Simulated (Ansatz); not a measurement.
# Converging the field response of a SrO (001) film, part 3 of 3

Which settings does the induced dipole of a SrO (001) film need, and which can be cut?

Ansatz 0.2.0; plane-wave DFT, PBE, Ansatz PAW (the session's first sound run).

So far, equivalent conductor thickness p/(ε₀AE) (Å): step 2 (run, setting first choice, PBE) 10.6; step 16 (single point, box 28.3 Å (run 5), PBE) 10.5; step 17 (single point, box 28.3 Å (run 6), PBE) 10.6; step 18 (single point, box 28.3 Å (run 7), PBE) 10.6; step 19 (LDA) 10.5.

**20. Single point, box 28.3 Å (run 9)**

This step: plane-wave DFT, r2SCAN, Ansatz PAW (Ansatz 0.2.0).

File input.yaml:

```yaml
crystal:
  lattice:
    - [3.64867099, 0.0, 0.0]
    - [0.0, 3.64867099, 0.0]
    - [0.0, 0.0, 28.32]
  atoms:
    - { symbol: Sr, position: [0.5, 0.5, 0.3177966102] }
    - { symbol: O, position: [0.0, 0.0, 0.3177966102] }
    - { symbol: Sr, position: [0.0, 0.0, 0.4088983051] }
    - { symbol: O, position: [0.5, 0.5, 0.4088983051] }
    - { symbol: Sr, position: [0.5, 0.5, 0.5] }
    - { symbol: O, position: [0.0, 0.0, 0.5] }
    - { symbol: Sr, position: [0.0, 0.0, 0.5911016949] }
    - { symbol: O, position: [0.5, 0.5, 0.5911016949] }
    - { symbol: Sr, position: [0.5, 0.5, 0.6822033898] }
    - { symbol: O, position: [0.0, 0.0, 0.6822033898] }
kpoints:
  mp_grid: { grid: [8, 8, 1] }
hamiltonian:
  xc: r2scan
scf:
  occupations: { method: fixed }
  convergence: { dr2_threshold: 1.0e-10 }
efield:
  axis: 3
  dipole_correction: true
  ramp_position: 0.97
  ramp_width: 0.06
  amplitude: 0.1
output:
  write_potential: true
  write_density: true
  volumetric_format: npy
```

Launch:

```bash
$ ansatz run input.yaml --threads 4 --pin off --max-ram 6144MiB --backend cpu --events-out ev --progress --plain --runs-dir out
```

Numbers of over 12 decimals in the logs are rounded to 6 here.

What it wrote:

```text
[...]
Crystal: 10 atoms, lattice volume = 377.018 Å³
Basis set: ecut = 500 eV, 9639 PW (Γ), exchange–correlation on 108×108×864 points (64 copies of the dense FFT grid, shifted against one another)
Bands: 50, of which v1, the nominal top of the filled ones, is band 40 counted from 1 (39 counted from 0)
Symmetry: 8 space group operations
k-points: 15 of 64
[...]
k-point 0: bands = [... 36 lower, 1.2711, 1.2711, 1.5482, 1.5482, 4.2517, 4.8488, 5.0222, 5.2963, ... 6 higher]
  k-point 1: bands = [... 36 lower, 1.0524, 1.1132, 1.2623, 1.3904, 4.4416, 5.0519, 5.4338, 5.4921, ... 6 higher]
  k-point 2: bands = [... 36 lower, 0.7279, 0.7600, 1.0052, 1.0371, 4.9602, 5.5805, 6.0340, 6.4973, ... 6 higher]
  k-point 14: bands = [... 36 lower, 1.0385, 1.3009, 1.3015, 1.3015, 5.2090, 5.2090, 6.1004, 6.1004, ... 6 higher]
[key lines of the parts left out:]
SCF converged after 12 iterations
Free energy (F): -20634.201522 eV
Fermi energy:    1.548190 eV
Dipole field:    D = 0.036167 V/Å  (p = 0.075355 e·Å, saw-weighted, corrected)
```

Wall time 14 s (4 threads of Intel Xeon Platinum 8488C (Sapphire Rapids), shared host); peak memory 1.5 GiB; 55 s of CPU time.

The dipole corresponds to a conductor 10.242 Å thick, -3.02 % from the first choice, at 2.1 times its CPU time.

**21. Run, box 28.3 Å (run 7)**

This step: plane-wave DFT, PBE, norm-conserving (Ansatz 0.2.0).

input.yaml: that of step 20 with these lines changed.

```diff
@@ -19,3 +19,4 @@
 hamiltonian:
-  xc: r2scan
+  xc: pbe
+  pseudopotentials: { kind: nc }
 scf:
```

What it wrote:

```text
[...]
Crystal: 10 atoms, lattice volume = 377.018 Å³
Basis set: ecut = 1240 eV, 37463 PW (Γ)
Bands: 50, of which v1, the nominal top of the filled ones, is band 40 counted from 1 (39 counted from 0)
Symmetry: 8 space group operations
k-points: 15 of 64
[...]
k-point 0: bands = [... 36 lower, 1.5642, 1.5642, 1.8183, 1.8183, 4.0654, 4.5908, 4.8262, 5.2502, ... 6 higher]
  k-point 1: bands = [... 36 lower, 1.3236, 1.4039, 1.5207, 1.6582, 4.2597, 4.7987, 5.2346, 5.4590, ... 6 higher]
  k-point 2: bands = [... 36 lower, 1.0035, 1.0477, 1.2753, 1.3020, 4.7723, 5.3219, 6.0093, 6.2784, ... 6 higher]
  k-point 14: bands = [... 36 lower, 1.3238, 1.5648, 1.5648, 1.5770, 5.0098, 5.0098, 5.8733, 5.8733, ... 6 higher]
[key lines of the parts left out:]
SCF converged after 15 iterations
Free energy (F): -6992.939870 eV
Fermi energy:    1.818342 eV
Dipole field:    D = 0.037260 V/Å  (p = 0.077632 e·Å, saw-weighted, corrected)
```

The job ended after 39 s (4 threads; peak memory 2.9 GiB).

The dipole corresponds to a conductor 10.552 Å thick, -0.09 % from the first choice, at 5.7 times its CPU time.

**22. Single point, box 28.3 Å (run 10)**

This step: plane-wave DFT, PBE, JTH PAW (Ansatz 0.2.0).

input.yaml: that of step 21 with these lines changed.

```diff
@@ -20,3 +20,3 @@
   xc: pbe
-  pseudopotentials: { kind: nc }
+  pseudopotentials: { kind: paw, source: jth }
 scf:
```

What it wrote:

```text
[...]
k-point 0: bands = [... 36 lower, 1.5175, 1.5175, 1.7714, 1.7714, 4.0206, 4.5460, 4.7801, 5.1903, ... 6 higher]
  k-point 1: bands = [... 36 lower, 1.2782, 1.3575, 1.4743, 1.6116, 4.2150, 4.7540, 5.1882, 5.3976, ... 6 higher]
  k-point 2: bands = [... 36 lower, 0.9588, 1.0020, 1.2304, 1.2560, 4.7277, 5.2773, 5.9468, 6.2319, ... 6 higher]
  k-point 14: bands = [... 36 lower, 1.2781, 1.5190, 1.5190, 1.5319, 4.9638, 4.9638, 5.8272, 5.8272, ... 6 higher]
[key lines of the parts left out:]
SCF converged after 15 iterations
Free energy (F): -20555.463267 eV
Fermi energy:    1.771447 eV
Dipole field:    D = 0.037280 V/Å  (p = 0.077675 e·Å, saw-weighted, corrected)
```

Elapsed: 44 s, on 4 threads; peak memory 3.6 GiB.

The dipole corresponds to a conductor 10.558 Å thick, -0.03 % from the first choice, at 6.5 times its CPU time.

**23. Comparing the runs**

Times are for 4 threads of Intel Xeon Platinum 8488C (Sapphire Rapids), shared host. The series side by side:

| no. | setting | equivalent conductor thickness p/(ε₀AE) (Å) | time | memory (GiB) |
| --- | --- | --- | --- | --- |
| 1 | first choice | 10.56 | 7 s | 0.85 |
| 2 | cutoff 250 eV | 10.57 | 3.4 s | 0.55 |
| 3 | cutoff 330 eV | 10.56 | 4.8 s | 0.71 |
| 4 | cutoff 600 eV | 10.56 | 13 s | 1.3 |
| 5 | mesh 1x1 | 13.03 | 0.96 s | 0.42 |
| 6 | mesh 2x2 | 10.85 | 1.3 s | 0.61 |
| 7 | mesh 4x4 | 10.56 | 3.3 s | 0.69 |
| 8 | mesh 16x16 | 10.56 | 23 s | 1.2 |
| 9 | vacuum 10 Å | 10.51 | 5.5 s | 0.71 |
| 10 | vacuum 14 Å | 10.56 | 6.4 s | 0.78 |
| 11 | vacuum 26 Å | 10.56 | 9.5 s | 1.0 |
| 12 | field 0.005 V/Å | 10.56 | 6.7 s | 0.86 |
| 13 | field 0.03 V/Å | 10.56 | 7.3 s | 0.86 |
| 14 | field 0.3 V/Å | 10.58 | 7.8 s | 0.85 |
| 15 | SCF threshold 1e-04 eV | 10.53 | 6.5 s | 0.85 |
| 16 | SCF threshold 1e-06 eV | 10.56 | 6.4 s | 0.86 |
| 17 | SCF threshold 1e-08 eV | 10.56 | 6.9 s | 0.85 |
| 18 | LDA, Ansatz PAW (420 eV) | 10.54 | 7.7 s | 0.84 |
| 19 | r2SCAN, Ansatz PAW (500 eV) | 10.24 | 14 s | 1.5 |
| 20 | PBE, norm-conserving (1240 eV) | 10.55 | 39 s | 2.9 |
| 21 | PBE, JTH PAW (1380 eV) | 10.56 | 44 s | 3.6 |

**24. Summary of results**

- equivalent conductor thickness, first choice: 10.56 Å
- equivalent conductor thickness, cutoff 600 eV: 10.56 Å
- equivalent conductor thickness, mesh 1x1: 13.03 Å
- equivalent conductor thickness, mesh 2x2: 10.85 Å
- equivalent conductor thickness, vacuum 26 Å: 10.56 Å
- equivalent conductor thickness, LDA, Ansatz PAW (420 eV): 10.54 Å
- equivalent conductor thickness, r2SCAN, Ansatz PAW (500 eV): 10.24 Å

**Reading.** The first choice gives 10.56 Å. Numerical settings off by more than 1 % against it: mesh 1x1 (+23.4 %) and mesh 2x2 (+2.8 %). The cheapest single change that stays within 0.5 % is mesh 4x4, at 45 % of the CPU time. Functionals and files move it by -0.2 % (LDA, Ansatz PAW (420 eV)), -3.0 % (r2SCAN, Ansatz PAW (500 eV)), -0.1 % (PBE, norm-conserving (1240 eV)) and under 0.1 % (PBE, JTH PAW (1380 eV)). The film is symmetric and its atoms are held, so the dipole is the electronic response to the field alone. Times of a few seconds on a shared host rank the settings only roughly. In 1 run of the series (vacuum 10 Å) the program warns that electrons reach the sawtooth's ramp, which makes dipole and work function less sure.

[Logs are printed without paths, hosts, clocks, repeated set-up lines and the standing remarks that a program may print on its own settings, such as how far it seeks lower states.]

[Hosts, paths, dates, database ids (printed as entryN), source tags and the programs' standing remarks are cut or masked in the printed files.]

[Maps of the electrostatic potential energy from Ansatz leave out the sawtooth potential of an applied field or a dipole correction, so their vacuum need not be flat; planar profiles and work functions include it.]
